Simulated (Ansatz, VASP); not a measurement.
# TiC (TiC strained to the junction's net) in two plane-wave programs

Wanted: the spread between two codes on one cell, functional and k mesh. The cell is generated by rule, not measured, and may not be a known phase. The structure shown is the end of the Ansatz relaxation below.

Program: Ansatz 0.2.0. Level of theory: plane waves, with VASP 6.6.1 beside it; single point at PBE. Results are calculated unless marked as measured.

## (1) Starting point

The structure is tetragonal, space group I4/mmm (No. 139). The conventional cell has a = 2.993 Å, b = 2.993 Å, c = 4.382 Å, α = 90.00°, β = 90.00°, γ = 90.00°. C has 6 Ti at 2.12 to 2.19 Å nearest. Ti has 6 C at 2.12 to 2.19 Å nearest. Farther neighbours are not listed.

As a file:

```cif
data_structure
_symmetry_space_group_name_H-M 'P 1'
_symmetry_Int_Tables_number 1
_cell_length_a 2.9930
_cell_length_b 2.9930
_cell_length_c 4.3824
_cell_angle_alpha 90.000
_cell_angle_beta 90.000
_cell_angle_gamma 90.000
_cell_volume 39.26
loop_
_atom_site_label
_atom_site_type_symbol
_atom_site_fract_x
_atom_site_fract_y
_atom_site_fract_z
_atom_site_occupancy
C1 C 0.00000 0.00000 0.00000 1
C2 C 0.50000 0.50000 0.50000 1
Ti3 Ti 0.50000 0.50000 0.00000 1
Ti4 Ti 0.00000 0.00000 0.50000 1
```

## (2) Ansatz: relaxation, PBE

Ansatz runs on its default PAW (the set named soft_2) files.

This run makes the geometry at which the two programs are then compared.

Input file input.yaml:

```yaml
crystal:
  lattice:
    - [2.993, 0.0, 0.0]
    - [0.0, 2.993, 0.0]
    - [0.0, 0.0, 4.3980811655]
  atoms:
    - { symbol: C, position: [0.0, 0.0, 0.0] }
    - { symbol: Ti, position: [0.5, 0.5, 0.0] }
    - { symbol: C, position: [0.5, 0.5, 0.5] }
    - { symbol: Ti, position: [0.0, 0.0, 0.5] }
kpoints:
  mp_grid: { grid: [12, 12, 7] }
scf:
  occupations: { method: fermi_dirac, width: 0.1 }
  max_iter: 150
hamiltonian:
  xc: pbe
relax:
  f_tol: 0.01
  max_steps: 40
  cell: { fix: [a, b, angles] }
```

Launch:

```bash
$ ansatz run input.yaml --threads 4 --pin off --max-ram 12288MiB --backend cpu --events-out ev --progress --plain --runs-dir out
```

Numbers of over 12 decimals in the logs are rounded to 6 here.

Output:

```text
Engine: ansatz 0.2.0, aarch64-unknown-linux-gnu
Pseudopotentials: kind: paw
Pseudopotential: C, paw, valence charge 4, recommended cutoff 420 eV (normal), C.paw.azcp
Pseudopotential: Ti, paw, valence charge 12, recommended cutoff 420 eV (normal), Ti.paw.azcp
Functional definition: PBE
  parameter kappa = 0.804
  parameter beta = 0.066725
  exchange = pbe_x(kappa = kappa, mu = beta*pi^2/3)
  correlation = pbe_c(beta = beta)
Crystal: 4 atoms, lattice volume = 39.398 Å³
Basis set: ecut = 420 eV, 767 PW (Γ), exchange–correlation on 48×48×60 points (8 copies of the dense FFT grid, shifted against one another)
Bands: 20, of which v1, the nominal top of the filled ones, is band 16 counted from 1 (15 counted from 0)
Symmetry: 32 space group operations
Space group: I4/mmm (ITA 139), of the structure as read, at distance tolerance 3.4e-5 Å
k-points: 112 of 1008
Non-local potential: C, projectors of the file, l = 0: 2, l = 1: 2, l = 2: 1
Non-local potential: Ti, projectors of the file, l = 0: 3, l = 1: 2, l = 2: 3, l = 3: 1
PAW form: soft (Blöchl's): semilocal exchange-correlation on the pseudo side does not see the compensation charge
PAW one-centre angular grid: C, 110 points (default); XC on 64 Gauss nodes
PAW one-centre angular grid: Ti, 590 points (default); XC on 64 Gauss nodes
Initial density: superposition of atomic densities (neutral atoms: chi_scale 0, normalization atom), corrected by the library's trained network
Initial wavefunctions: pseudopotential atomic-orbital guess
Functional: x = pbe(κ = 0.804, μ = 0.219515), c = pbe(β = 0.066725)
SCF iter   1: F=—  HF=-5504.470562 eV  |F-HF|=—  |Δ(HF+E_count)|=         —  Δρ=3.92e-3  dr2=4.68e-3  ethr=1.77e-3  ⟨swp⟩=4.6  Hψ=8536  notcnv=0
preconditioner: auto → Kerker (q_TF=auto, 2.635 Å⁻¹)  [metal: Δε(μ)=0.036 eV  Ē_g=6.912 eV  σ=0.100 eV  W_gap=0.09  n_scr=14 (ndim 8)  ℏωp=23.7 eV  f_vac=0.000  D(μ)=0.51/eV (n_scr^D=2)]
SCF iter   2: F=—  HF=-5504.469666 eV  |F-HF|=—  |Δ(HF+E_count)|=   8.95e-4  Δρ=1.83e-3  dr2=7.34e-4  ethr=1.46e-5  ⟨swp⟩=1.4  Hψ=3230  notcnv=0
SCF iter   3: F=—  HF=-5504.469662 eV  |F-HF|=—  |Δ(HF+E_count)|=   4.55e-6  Δρ=5.65e-4  dr2=7.98e-5  ethr=2.29e-6  ⟨swp⟩=2.0  Hψ=2576  notcnv=0
SCF iter   4: F=—  HF=-5504.469642 eV  |F-HF|=—  |Δ(HF+E_count)|=   1.98e-5  Δρ=9.28e-5  dr2=2.13e-6  ethr=2.49e-7  ⟨swp⟩=2.7  Hψ=3134  notcnv=0
iter 5 did not close the SCF: its close was put off for the readings that it lacked (scf_convergence_deferred on its scf_iter line)
SCF iter   5: F=-5504.469643 eV  HF=-5504.469643 eV  |F-HF|=2.31e-8  |Δ(HF+E_count)|=   5.85e-7  Δρ=1.55e-5  dr2=4.88e-8  ethr=6.66e-9  ⟨swp⟩=2.4  Hψ=2997  notcnv=0
SCF iter   6: F=-5504.469643 eV  HF=-5504.469643 eV  |F-HF|=8.31e-10  |Δ(HF+E_count)|=   3.03e-8  Δρ=2.20e-6  dr2=6.75e-10  ethr=1.53e-10  ⟨swp⟩=2.0  Hψ=7007  notcnv=0
SCF 1 converged in 6 iterations: F = -5504.469643 eV  dr2 = 6.75e-10
  greatest PAW one-centre occupation: 0.999 electrons in one spin orbital (limit 2), on the Ti atom at site 3 (counted from 0), in its partial waves of l = 0
relax step   1: F+E_penalty+E_count = -5504.46964269 eV  Δ(F+E_penalty+E_count) = +0.000e0 eV  max|allowed force component| = 1.263e-29 eV/Å  Δτ_max = 0.0000 Å  P = +9.263 GPa  Ω = 39.398 Å³  fix = [a, b, alpha, beta, gamma]  reactions: a +14.747, b +14.747 GPa  (6 SCF iters, dr2 threshold 1.00e-7 eV, accepted)
[...]
relax step   2: F+E_penalty+E_count = -5504.47043590 eV  Δ(F+E_penalty+E_count) = -7.932e-4 eV  max|allowed force component| = 9.972e-30 eV/Å  Δτ_max = 0.0000 Å  P = +9.820 GPa  Ω = 39.311 Å³  energy of the carried Pulay correction = +1.509e-4 eV  fix = [a, b, alpha, beta, gamma]  reactions: a +15.054, b +15.054 GPa  (6 SCF iters, dr2 threshold 4.00e-7 eV, accepted)
[...]
relax step   3: F+E_penalty+E_count = -5504.47063385 eV  Δ(F+E_penalty+E_count) = -1.980e-4 eV  max|allowed force component| = 1.735e-29 eV/Å  Δτ_max = 0.0000 Å  P = +10.166 GPa  Ω = 39.258 Å³  energy of the carried Pulay correction = +2.432e-4 eV  fix = [a, b, alpha, beta, gamma]  reactions: a +15.242, b +15.242 GPa  (6 SCF iters, dr2 threshold 4.00e-7 eV, accepted)
[...]
relax step   4: F+E_penalty+E_count = -5504.47039353 eV  Δ(F+E_penalty+E_count) = +2.403e-4 eV  max|allowed force component| = 9.762e-30 eV/Å  Δτ_max = 0.0000 Å  P = +10.159 GPa  Ω = 39.258 Å³  fix = [a, b, alpha, beta, gamma]  reactions: a +15.237, b +15.237 GPa  stress off target by 1.09e-3 GPa on what of the cell is left free  SCF on the basis re-selected at this cell (its energy is not comparable with the rows above)  (6 SCF iters)
basis re-selected at this cell: Δ(F+E_penalty+E_count) = +2.403e-4 eV, ΔP = -0.007 GPa vs the last step (what re-selecting the basis moved, of the pressure what is left beyond the Pulay correction that the steps carried, after the strain that the cell walked since its last selection, with what the two solves' SCF thresholds leave and, on support functions, any second-order correction that the steps lacked; it is no m [...]
SCF converged after 6 iterations
Free energy (F): -5504.470394 eV
Harris-Foulkes:  -5504.470394 eV  (|F-HF|=0.00e0)
Internal energy: -5504.452630 eV  (E = F + TS)
E sigma→0 (E₀):  -5504.461512 eV
Entropy (-TS):   -0.017764 eV (-4.441 meV/atom)
Fermi energy:    15.309334 eV
--- Per-component energies (eV) ---
  E_band       = -202.293006
  E_kinetic    = 729.279897
  E_local      = -1511.264661  (includes V_loc(G=0)·N_el)
  E_nonlocal   = 64.336671
  E_hartree    = 618.294976
  E_xc         = -296.156582
  E_vxc        = -369.971191  (∫ρ·V_xc dr)
  E_paw        = -2291.044483  (= ΣΔE_a)
  E_vpaw       = -351.263932  (= ΣTr[D̂ρ^β])
  E_aug_tail   = 0.000249  (compensation charges beyond the density's cutoff)
  E_ewald      = -2817.898697
  E_smearing   = -0.017764  (= −TS)
  E_closure    = -0.000000  (closes the sum)
  Σ components = -5504.470394   (vs F -5504.470394, Δ=0.00e0)
--- Forces (eV/Å), atoms counted from 1 ---
  atom   1  C     -0.00000000     0.00000000    -0.00000000
  atom   2  Ti    -0.00000000    -0.00000000    -0.00000000
  atom   3  C     -0.00000000     0.00000000    -0.00000000
  atom   4  Ti     0.00000000     0.00000000    -0.00000000
  max |Σ_I F_I| component: 3.33e-29 eV/Å
--- Stress (GPa, compression-positive) ---
       15.237350       0.000000      -0.000000
        0.000000      15.237350      -0.000000
       -0.000000      -0.000000       0.001088
  P = ⅓ Tr σ = 10.1586 GPa (101.586 kbar)
--- Relaxed structure (3 steps of the walk, 3 accepted, 1 SCFs on fresh bases) ---
  F+E_penalty+E_count = -5504.47039353 eV   max|allowed force component| = 9.762e-30 eV/Å   (the final SCF, on the basis selected at the relaxed cell)
  cell:  # Å, volume = 39.2575 Å³
    - [2.993, 0, 0.0]
    - [0, 2.993, 0.0]
    - [0.0, 0.0, 4.382376]
  atoms:
    - { symbol: C, position: [0, 0, 0] }
    - { symbol: Ti, position: [0.500000, 0.500000, 0] }
    - { symbol: C, position: [0.500000, 0.500000, 0.5] }
    - { symbol: Ti, position: [0, 0, 0.5] }
```

Reading the cycles: dr2 is the Hartree energy of the density residual (eV), the measure of convergence; HF is the Harris–Foulkes estimate of the energy, which meets the free energy F at convergence.

## (3) VASP: single point, PBE

The same cell, functional, mesh and smearing now go to VASP, with its own data sets.

Lines of VASP's logs that name or quote its potential files are left out, and so is its time.

Input file INCAR:

```
SYSTEM = TiC
PREC = Accurate
ENCUT = 600
EDIFF = 1E-06
NELM = 120
ISMEAR = -1
SIGMA = 0.1
LREAL = .FALSE.
ALGO = Normal
GGA = PE
NBANDS = 22
LASPH = .TRUE.
LORBIT = 11
LWAVE = .FALSE.
LCHARG = .FALSE.
ISIF = 2
GGA_COMPAT = .FALSE.
```

Input file POSCAR:

```
TiC
1.0
    2.9930000000      0.0000000000      0.0000000000
    0.0000000000      2.9930000000      0.0000000000
    0.0000000000      0.0000000000      4.3823757999
C Ti
2 2
Direct
    0.0000000000      0.0000000000      0.0000000000
    0.5000000000      0.5000000000      0.5000000000
    0.5000000000      0.5000000000      0.0000000000
    0.0000000000      0.0000000000      0.5000000000
```

Input file KPOINTS:

```
Automatic mesh
0
Gamma
12 12 7
0 0 0
```

The projector-augmented-wave data sets are C and Ti_sv (PBE family, release 64).

Launch:

```bash
$ mpirun -np 1 vasp_std
```

Output:

```text
[banner, memory and clock lines left out]
running    1 mpi-ranks, on    1 nodes
 distrk:  each k-point on    1 cores,    1 groups
 distr:  one band on    1 cores,    1 groups

 POSCAR found type information on POSCAR C Ti
 POSCAR found :  2 types and       4 ions
 LDA part: xc-table for (Slater+PW92), standard interpolation
 POSCAR, INCAR and KPOINTS ok, starting setup
 FFT: planning ... GRIDC
 FFT: planning ... GRID_SOFT
 FFT: planning ... GRID
 WAVECAR not read
 entering main loop
       N       E                     dE             d eps       ncg     rms          rms(c)
DAV:   1     0.370969737685E+03    0.37097E+03   -0.18090E+04  4928   0.200E+03
DAV:   2     0.276331705116E+01   -0.36821E+03   -0.35340E+03  5038   0.532E+02
DAV:   3    -0.455612098412E+02   -0.48325E+02   -0.46790E+02  8748   0.158E+02
DAV:   4    -0.482335113370E+02   -0.26723E+01   -0.26679E+01  6310   0.372E+01
DAV:   5    -0.483631140863E+02   -0.12960E+00   -0.12959E+00  7284   0.676E+00    0.269E+01
DAV:   6    -0.382238100317E+02    0.10139E+02   -0.78807E+01  6252   0.773E+01    0.904E+00
DAV:   7    -0.373566769551E+02    0.86713E+00   -0.11958E+01  6254   0.291E+01    0.692E+00
DAV:   8    -0.373263146073E+02    0.30362E-01   -0.72601E-01  6166   0.801E+00    0.195E+00
DAV:   9    -0.373434735433E+02   -0.17159E-01   -0.10413E-01  6550   0.213E+00    0.792E-01
DAV:  10    -0.373462110468E+02   -0.27375E-02   -0.67693E-02  6342   0.282E+00    0.413E-01
DAV:  11    -0.373434612813E+02    0.27498E-02   -0.17951E-02  6504   0.128E+00    0.650E-02
DAV:  12    -0.373434740638E+02   -0.12782E-04   -0.46536E-04  6436   0.184E-01    0.313E-02
DAV:  13    -0.373434642374E+02    0.98264E-05   -0.12631E-04  6524   0.732E-02    0.144E-02
DAV:  14    -0.373434545339E+02    0.97035E-05   -0.41993E-05  6418   0.703E-02    0.594E-03
DAV:  15    -0.373434547177E+02   -0.18375E-06   -0.29230E-06  5016   0.169E-02
   1 F= -.37343455E+02 E0= -.37334542E+02  d E =-.178248E-01
```

From OUTCAR (step 3):

```text
ion  position               nearest neighbor table
   1  0.000  0.000  0.000-   3 2.12   3 2.12   3 2.12   3 2.12   4 2.19   4 2.19
   2  0.500  0.500  0.500-   4 2.12   4 2.12   4 2.12   4 2.12   3 2.19   3 2.19
   3  0.500  0.500  0.000-   1 2.12   1 2.12   1 2.12   1 2.12   2 2.19   2 2.19
   4  0.000  0.000  0.500-   2 2.12   2 2.12   2 2.12   2 2.12   1 2.19   1 2.19

  LATTYP: Found a simple tetragonal cell.
 ALAT       =     2.9930000000
 C/A-ratio  =     1.4642084196

 Subroutine GETGRP returns: Found 16 space group operations
 (whereof 16 operations were pure point group operations)

The static configuration has the point symmetry D_4h.

 Found    112 irreducible k-points:

   k-points           NKPTS =    112   k-points in BZ     NKDIM =    112   number of bands    NBANDS=     22

   dimension x,y,z NGX =    24 NGY =   24 NGZ =   36
   dimension x,y,z NGXF=    48 NGYF=   48 NGZF=   72

   ENCUT  =  600.0 eV  44.10 Ry    6.64 a.u.   5.98  5.98  8.75*2*pi/ulx,y,z

   NELECT =      32.0000    total number of electrons

 k-points in reciprocal lattice and weights: Automatic mesh
   0.00000000  0.00000000  0.00000000       0.001
   0.08333333  0.00000000  0.00000000       0.004
   0.16666667  0.00000000  0.00000000       0.004
   0.25000000  0.00000000  0.00000000       0.004
   0.33333333  0.00000000  0.00000000       0.004
   0.41666667  0.00000000  0.00000000       0.004
   0.50000000  0.00000000  0.00000000       0.002
   0.08333333  0.08333333  0.00000000       0.004
   0.16666667  0.08333333  0.00000000       0.008
[...]
0.50000000  0.41666667  0.42857143       0.008
   0.50000000  0.50000000  0.42857143       0.002

 average (electrostatic) potential at core
       1 -43.9841       2 -43.9841       3 -70.6312       4 -70.6312

 E-fermi :   9.8388

 k-point     1 :       0.0000    0.0000    0.0000
  band No.  band energies     occupation
    ...
      8     -22.6513      2.00000
      9      -2.7362      2.00000
     10      -0.4809      2.00000
     11       6.1189      2.00000
     12       8.1410      2.00000
     13       9.9936      0.35077
     14       9.9936      0.35077
     15      10.3509      0.01187
     16      10.6246      0.00077
     17      10.6246      0.00077
    ...

 k-point     2 :       0.0833    0.0000    0.0000
  band No.  band energies     occupation
    ...
      9      -2.6223      2.00000
     10      -0.3992      2.00000
     11       6.1213      2.00000
     12       7.8469      2.00000
     13       9.5627      1.88113
     14       9.9687      0.42879
     15      10.1391      0.09463
     16      10.2049      0.05016
     17      10.3883      0.00818
     18      10.6764      0.00046
    ...

 k-point     3 :       0.1667    0.0000    0.0000
  band No.  band energies     occupation
    ...
     12       7.1405      2.00000
     13       8.7836      1.99995
     14       8.9919      1.99958
     15       9.2841      1.99223
     16       9.3710      1.98158
     17      10.7336      0.00026
     18      10.8285      0.00010
     19      11.3170      0.00000
     20      12.4720      0.00000
     21      12.9431      0.00000
    ...

  Total        3.7647976      3.7647976      0.0068070      0.0000000      0.0000000      0.0000000
  in kB      153.6487956    153.6487956      0.2778091      0.0000000      0.0000000      0.0000000
  external PRESSURE =     102.5251334 kB  Pullay stress =       0.0000000 kB

  energy-cutoff  :      600.00
  volume of cell :       39.26
      direct lattice vectors                 reciprocal lattice vectors
     2.993000000  0.000000000  0.000000000     0.334112930  0.000000000  0.000000000
     0.000000000  2.993000000  0.000000000     0.000000000  0.334112930  0.000000000
     0.000000000  0.000000000  4.382375800     0.000000000  0.000000000  0.228186729

 POSITION                                       TOTAL-FORCE (eV/Angst)
 -----------------------------------------------------------------------------------
      0.00000      0.00000      0.00000         0.000000      0.000000      0.000000
      1.49650      1.49650      2.19119         0.000000      0.000000     -0.000000
      1.49650      1.49650      0.00000        -0.000000     -0.000000     -0.000000
      0.00000      0.00000      2.19119         0.000000      0.000000      0.000000
 -----------------------------------------------------------------------------------
    total drift:                                0.000000     -0.000000     -0.000000

  FREE ENERGIE OF THE ION-ELECTRON SYSTEM (eV)
  ---------------------------------------------------
  free  energy   TOTEN  =       -37.3434547177 eV

  energy  without entropy=      -37.3256299387  energy(sigma->0) =      -37.33454233

 total charge
# of ion       s       p       d       tot
------------------------------------------
    1        0.900   1.526   0.000   2.426
    2        0.900   1.526   0.000   2.426
    3        2.207   6.266   1.997  10.470
    4        2.207   6.266   1.997  10.470
--------------------------------------------------
tot          6.214  15.585   3.994  25.792

[... 3 further parts left out ...]
```

The run ends at a pressure of 10.25 GPa.

## (4) Comparison

Known differences besides the potentials themselves: the cutoff is 420 eV in Ansatz and 600 eV in VASP; Ansatz's pressure holds a Pulay correction, VASP's none. Total energies have different zeros and are not compared.

The two programs side by side:

```tsv
quantity	Ansatz	VASP	difference
pressure (GPa)	10.16	10.25	-0.09
```

## (5) What came out

| Item | Value |
| --- | --- |
| difference in pressure (single point, PBE) | -0.094 GPa |

The difference in pressure is -0.094 GPa (single point, PBE), within the 1 GPa picked in this series as the mark of a large difference. Such differences can come from data sets, numerical settings and the points named under the comparisons, not from the functional's error against experiment.

[Lines on the potential files, build, host, timing and source positions are cut from VASP's logs without a mark.]

[Logs are printed without paths, hosts, clocks, repeated set-up lines and the standing remarks that a program may print on its own settings, such as how far it seeks lower states.]

[Hosts, paths, dates, database ids (printed as entryN), source tags and the programs' standing remarks are cut or masked in the printed files.]
